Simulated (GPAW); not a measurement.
# Ag (P6_3/mmc) in GPAW: convergence with bands over the usual count

Aim: find how far bands over the usual count must go before the results for Ag settle, at RPBE. This setting moves, with any that are tied to it; all else stays.

Everything below comes from runs of GPAW 26.7.0. Logs are shortened: lines on timing, memory, paths and dates and some standing lists are left out, and cuts for length are marked. The log counts tension as positive stress, the text compression.

### 1 The structure

Symmetry: P6_3/mmc, No. 194, hexagonal system. Conventional cell: a = 2.930 Å, b = 2.930 Å, c = 4.790 Å, α = 90.00°, β = 90.00°, γ = 120.00°. Around Ag (site symmetry -6m2) lie 12 Ag at 2.93 Å.

This isn't the form of Ag at room conditions, which is fcc.

### 2 With bands over the usual count 0.72

The input, run.py:

```python
from ase import Atoms
from ase.dft.bandgap import bandgap
from ase.io import write
from ase.units import GPa
from gpaw import GPAW, PW

atoms = Atoms(['Ag', 'Ag'],
              cell=[[2.93, 0.0, 0.0],
                    [-1.465, 2.5374544331, 0.0],
                    [0.0, 0.0, 4.79]],
              scaled_positions=[[0.6666666667, 0.3333333333, 0.75],
                                [0.3333333333, 0.6666666667, 0.25]],
              pbc=True)

calc = GPAW(mode=PW(600),
            xc='RPBE',
            kpts={'size': (6, 6, 4), 'gamma': True},
            occupations={'name': 'fermi-dirac', 'width': 0.05},
            nbands=22,
            convergence={'density': 1e-05, 'energy': 1e-05},
            maxiter=100,
            txt='gpaw.txt')
atoms.calc = calc
energy = atoms.get_potential_energy()
forces = atoms.get_forces()
stress = atoms.get_stress()
calc.write('gs.gpw')
write('result.traj', atoms)
print(f'Energy: {energy:.6f} eV')
print('Forces (eV/A):')
print(forces.round(4))
print('Stress (GPa):', (stress / GPa).round(3))
print('Fermi level:', round(calc.get_fermi_level(), 4), 'eV')
print(f'Gap: {bandgap(calc)[0]:.4f} eV, direct: {bandgap(calc, direct=True)[0]:.4f} eV')
```

Potentials or basis: the program's PAW data sets (release 1.2.1) made for this functional, pw.

The run is started by

```sh
OMP_NUM_THREADS=1 python run.py
```

gpaw.txt:

```text
__  _  _
 | _ |_)|_||  |
 |__||  | ||/\| - 26.7.0

Input parameters:
  mode=PW(ecut=600.0),
  convergence={'density': 1e-05, 'energy': 1e-05},
  kpts=MonkhorstPack(size=(6, 6, 4), gamma=True),
  maxiter=100,
  nbands=22,
  occupations=Occupations(name='fermi-dirac', width=0.05),
  xc=XC(name='RPBE')

Diagonalizing LCAO Hamiltonian
Converting LCAO to pw mode

          Ag

        Ag

Atoms  # Å, Bohr magnetons
|   | symbol |         x |        y |        z |    initial magnetic moments |
|---|--------|-----------|----------|----------|-----------------------------|
| 0 |     Ag |  1.465000 | 0.845818 | 3.592500 | ( 0.0000,  0.0000,  0.0000) |
| 1 |     Ag | -0.000000 | 1.691636 | 1.197500 | ( 0.0000,  0.0000,  0.0000) |

Unit cell  # Å
| periodic |         x |        y |        z |  lengths |     angles |
|----------|-----------|----------|----------|----------|------------|
|      yes |  2.930000 | 0.000000 | 0.000000 | 2.930000 |  90.000000 |
|      yes | -1.465000 | 2.537454 | 0.000000 | 2.930000 |  90.000000 |
|      yes |  0.000000 | 0.000000 | 4.790000 | 4.790000 | 120.000000 |

Number of symmetries: 12
Symmetry operations  # r_c * U_cc + t_c -> r_c
|    | kind |            matrix            |
|----|------|------------------------------|
|  0 |  σ   |  1, 1, 0,  0,-1, 0,  0, 0, 1 |
|  1 |  S6  |  1, 1, 0, -1, 0, 0,  0, 0,-1 |
|  2 |  E   |  1, 0, 0,  0, 1, 0,  0, 0, 1 |
|  3 |  C2  |  1, 0, 0, -1,-1, 0,  0, 0,-1 |
|  4 |  C2  |  0, 1, 0,  1, 0, 0,  0, 0,-1 |
|  5 |  C3  |  0, 1, 0, -1,-1, 0,  0, 0, 1 |
|  6 |  S6  |  0,-1, 0,  1, 1, 0,  0, 0,-1 |
|  7 |  σ   |  0,-1, 0, -1, 0, 0,  0, 0, 1 |
|  8 |  σ   | -1, 0, 0,  1, 1, 0,  0, 0, 1 |
|  9 |  i   | -1, 0, 0,  0,-1, 0,  0, 0,-1 |
| 10 |  C3  | -1,-1, 0,  1, 0, 0,  0, 0, 1 |
| 11 |  C2  | -1,-1, 0,  0, 1, 0,  0, 0,-1 |

BZ-sampling:
  Number of BZ points: 144
  Number of IBZ points: 24

  Monkhorst-Pack size: [6, 6, 4]
  Monkhorst-Pack shift: [0.08333333333333333, 0.08333333333333333, 0.125]

K-points  # in reciprocal-cell coordinates
|     |                                coordinates |     weight |
|-----|--------------------------------------------|------------|
|   0 | (  0.00000000,   0.00000000,   0.00000000) | 0.00694444 |
|   1 | (  0.00000000,   0.00000000,   0.25000000) | 0.01388889 |
|   2 | (  0.00000000,   0.00000000,   0.50000000) | 0.00694444 |
|   3 | (  0.16666667,   0.00000000,  -0.25000000) | 0.04166667 |
|   4 | (  0.16666667,   0.00000000,   0.00000000) | 0.04166667 |
|   5 | (  0.16666667,   0.00000000,   0.25000000) | 0.04166667 |
|   6 | (  0.16666667,   0.00000000,   0.50000000) | 0.04166667 |
|   7 | (  0.33333333,  -0.16666667,   0.00000000) | 0.04166667 |
|   8 | (  0.33333333,  -0.16666667,   0.25000000) | 0.08333333 |
|   9 | (  0.33333333,  -0.16666667,   0.50000000) | 0.04166667 |
| ... |                                            |            |
|  23 | (  0.50000000,   0.50000000,   0.50000000) | 0.02083333 |

Plane wave coefficients: 1197
Cutoff: 600.0 eV

Spin-components: 1 (collinear spins)
Bands:           22
Projectors:      12
Spin-degeneracy: 2
Datatype:        complex128

Parallelization:
  kpt:    1
  domain: 1
  band:   1

Density:
  Valence electrons: 34.0
  Components: 1
  Grid points: [18 18 28]
  Charge: 0.0  # |e|

Potential:
  Grid points: [18 18 28]

species:
  Ag:
    name:    Silver
    Z:       47.0
    valence: 17
    core:    30
    charge:  0.0  # [|e|]
    compensation charges:
      type: gauss
      rc: 0.40  # [Å]
      lmax: 2
    cutoffs:
      filter: 2.35  # [Å]
      core: 2.19  # [Å]
    projectors
    | kind |    occ | energy [eV] | rcut [Å] |
    |------|--------|-------------|----------|
    |   5s |  1.000 |      -4.277 |    1.286 |
    |   4p |  6.000 |     -58.523 |    1.328 |
    |   5p |  0.000 |      -0.755 |    1.328 |
    |   4d | 10.000 |      -7.386 |    1.180 |
    |    s |        |      22.934 |    1.286 |
    |    d |        |      19.826 |    1.180 |

    Using partial waves for Ag as LCAO basis

Reference energy: -289212.669651  # eV

eigensolver:
  PPCG
  Converge bands: occupied
  niter=2

density mixing:
  MSR1-Mixer
  Pratt-step length: 0.05
  Maximum mixing coefficient: 0.75
  Old densities: 10
  SVD Regularization: 0.005
  Good broyden scale: 1.0
  Trust region scale: 1.0
  Backstep threshold: 4.0
  History deletion threshold: 6.0
  Fourier metric: weight=20.0, sigma=0.015

occupation numbers:
  Fermi-Dirac:
    width: 0.0500  # eV

poisson solver:
  ecut: 4800.0  # eV

xc functional:
  name: RPBE with 2 nearest neighbor stencil

convergence criteria:
- Maximum integral of absolute [dens]ity change: 1e-05 electrons / valence electron
- Maximum [total energy] change in last 3 cyles: 1e-05 eV / valence electron
- Maximum integral of absolute [eigenst]ate change: 4e-08 eV^2 / valence electron
maximum number of iterations: 100

SCF iterations
|iter     | |      energy | eigst |  dens |
|---------|-|-------------|-------|-------|
|iter:   1| |   -5.054380 | -0.42 |       |
|iter:   2| |   -4.952550 | -2.71 | -1.34 |
|iter:   3| |   -4.645487 | -2.10 | -1.39 |
|iter:   4| |   -4.642668 | -3.72 | -2.12 |
|iter:   5| |   -4.641877 | -3.89 | -2.38 |
|iter:   6| |   -4.641881 | -6.37 | -3.84 |
|iter:   7| |   -4.641882c| -7.00 | -4.13 |
|iter:   8| |   -4.641882c| -7.86c| -5.17c|

Converged in 8 steps
Energy contributions relative to reference atoms: (reference = -289212.669651)

Energy contributions:
  Kinetic:          -0.269724
  Coulomb:          -2.220590
  Zero:              0.377877
  External:          0.000000
  Xc:               -2.526861
  Entropy:          -0.005167
  Spinorbit:         0.000000
  ----------------------------
  Free energy:      -4.644465
  Extrapolated:     -4.641882

dipole moment: (0.000000, 0.000001, 0.000001)  # |e|*Ang

Fermi level: 7.744
Eigenvalues  # (at kpt = [0.000, 0.000, 0.000])
| band index |      eig [eV] | occ [0-2] |
|------------|---------------|-----------|
|          0 |       -47.618 |     2.000 |
|        ... |               |           |
|         10 |         3.277 |     2.000 |
|         11 |         3.497 |     2.000 |
|         12 |         3.497 |     2.000 |
|         13 |         3.815 |     2.000 |
|         14 |         3.815 |     2.000 |
|         15 |         4.758 |     2.000 |
|         16 |         4.758 |     2.000 |
|         17 |         7.521 |     1.977 |
|         18 |        11.231 |     0.000 |
|         19 |        23.563 |     0.000 |
|         20 |        25.676 |     0.000 |
|         21 |        25.842 |     0.000 |

No gap
No difference between direct/indirect transitions

Forces  # eV/Ang
|        x |       y |        z |
|----------|---------|----------|
|  0.00000 | 0.00000 |  0.00000 |  # Ag   0
| -0.00000 | 0.00000 | -0.00000 |  # Ag   1

Stress tensor  # eV/Ang^3
|         x |         y |         z |
|-----------|-----------|-----------|
| -0.036483 |  0.000000 |  0.000000 |
|  0.000000 | -0.036483 |  0.000000 |
|  0.000000 |  0.000000 | -0.018370 |

# Writing to gs.gpw (mode='')
```

It took 10 s on 1 thread of Arm Neoverse V2, shared host; peak memory 0.15 GiB.

What came out:

| Quantity | Value |
| --- | --- |
| Free energy | -4.6445 eV |
| Pressure | 4.9 GPa |
| Band gap on the k mesh | none (metal or under the smearing width) |

### 3 With bands over the usual count 0.8

Edit run.py of step 2 so:

```diff
@@ -18,3 +18,3 @@
             occupations={'name': 'fermi-dirac', 'width': 0.05},
-            nbands=22,
+            nbands=25,
             convergence={'density': 1e-05, 'energy': 1e-05},
```

Potentials or basis: the program's PAW data sets (release 1.2.1) made for this functional, pw.

The run is started by

```sh
OMP_NUM_THREADS=1 python run.py
```

Run time: 11 s. Hardware: 1 thread of Arm Neoverse V2, shared host; peak memory 0.15 GiB.

Results (log left out):

* Free energy: -4.6445 eV
* Pressure: 4.9 GPa
* Band gap on the k mesh: none (metal or under the smearing width)

### 4 With bands over the usual count 0.9

Edit run.py of step 3 so:

```diff
@@ -18,3 +18,3 @@
             occupations={'name': 'fermi-dirac', 'width': 0.05},
-            nbands=25,
+            nbands=28,
             convergence={'density': 1e-05, 'energy': 1e-05},
```

The run is started by

```sh
OMP_NUM_THREADS=1 python run.py
```

Run time: 12 s. Hardware: 1 thread of Arm Neoverse V2, shared host; peak memory 0.15 GiB.

It converged, with:

```yaml
Free_energy: -4.6445 eV
Pressure: 4.9 GPa
Band_gap_on_the_k_mesh: none (metal or under the smearing width)
```

### 5 With bands over the usual count 1

Edit run.py of step 4 so:

```diff
@@ -18,3 +18,3 @@
             occupations={'name': 'fermi-dirac', 'width': 0.05},
-            nbands=28,
+            nbands=31,
             convergence={'density': 1e-05, 'energy': 1e-05},
```

The run is started by

```sh
OMP_NUM_THREADS=1 python run.py
```

Wall time 14 s (1 thread of Arm Neoverse V2, shared host); peak memory 0.15 GiB.

The run converged. Its results:

- Free energy: -4.6445 eV
- Pressure: 4.9 GPa
- Band gap on the k mesh: none (metal or under the smearing width)

### 6 With bands over the usual count 1.3

Edit run.py of step 5 so:

```diff
@@ -18,3 +18,3 @@
             occupations={'name': 'fermi-dirac', 'width': 0.05},
-            nbands=31,
+            nbands=40,
             convergence={'density': 1e-05, 'energy': 1e-05},
```

Potentials or basis: the program's PAW data sets (release 1.2.1) made for this functional, pw.

The run is started by

```sh
OMP_NUM_THREADS=1 python run.py
```

Run time: 19 s. Hardware: 1 thread of Arm Neoverse V2, shared host; peak memory 0.16 GiB.

Results (log left out):

```
Free energy            : -4.6445 eV
Pressure               : 4.9 GPa
Band gap on the k mesh : none (metal or under the smearing width)
```

### 7 With bands over the usual count 1.7

Edit run.py of step 6 so:

```diff
@@ -18,3 +18,3 @@
             occupations={'name': 'fermi-dirac', 'width': 0.05},
-            nbands=40,
+            nbands=52,
             convergence={'density': 1e-05, 'energy': 1e-05},
```

The run is started by

```sh
OMP_NUM_THREADS=1 python run.py
```

Wall time 27 s (1 thread of Arm Neoverse V2, shared host); peak memory 0.16 GiB.

The run converged. Its results:

* Free energy: -4.6445 eV
* Pressure: 4.9 GPa
* Band gap on the k mesh: none (metal or under the smearing width)

### 8 With bands over the usual count 2.5

Edit run.py of step 7 so:

```diff
@@ -18,3 +18,3 @@
             occupations={'name': 'fermi-dirac', 'width': 0.05},
-            nbands=52,
+            nbands=76,
             convergence={'density': 1e-05, 'energy': 1e-05},
```

The run is started by

```sh
OMP_NUM_THREADS=1 python run.py
```

Run time: 57 s. Hardware: 1 thread of Arm Neoverse V2, shared host; peak memory 0.17 GiB.

Results (log left out):

```yaml
Free_energy: -4.6445 eV
Pressure: 4.9 GPa
Band_gap_on_the_k_mesh: none (metal or under the smearing width)
```

### 9 Summary

```tsv
bands over the usual count	energy less the tightest run, at zero smearing (meV/atom)	SCF cycles	CPU time (s)	peak memory (GiB)
0.72	0.00	8	10	0.15
0.8	0.00	8	11	0.15
0.9	0.00	8	12	0.15
1	0.00	8	14	0.15
1.3	0.00	9	19	0.16
1.7	0.00	10	27	0.16
2.5	0.00	14	57	0.17
```

Against the tightest run, the energy stays within 1 meV/atom from 0.72 on. The tightest run that finished is the yardstick and may itself not be fully converged.

Caveats: all runs use coarse meshes.
